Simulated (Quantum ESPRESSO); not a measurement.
Crystal: Se.

```
CELL_PARAMETERS angstrom
4.36620 0.00000 0.00000
-2.18310 3.78124 0.00000
0.00000 0.00000 4.95360
ATOMIC_POSITIONS crystal
Se 0.77460 0.77460 0.00000
Se 0.00000 0.22540 0.66667
Se 0.22540 0.00000 0.33333
```

Base run:

| Quantity | Value |
| --- | --- |
| Program | Quantum ESPRESSO 7.5 |
| Functional | PBE |
| Potentials or basis | PseudoDojo 0.4.1 SR PBE standard |
| Cutoff | 1170 eV |
| Density cutoff | 4680 eV |
| k mesh | 6 × 6 × 6, shifted |
| Occupations | fermi-dirac, width 0.05 eV |
| Spin | no spin polarisation |

Its results: pressure 2.8 GPa; largest force 0.423 eV/Å.

Problem. The run is repeated on the same cell with these changes: k mesh from 6 × 6 × 6, shifted to 2 × 2 × 2, shifted. What comes out?

Solution. Pressure 2.0 GPa; largest force 0.302 eV/Å.

Caveats: some runs use coarse meshes.
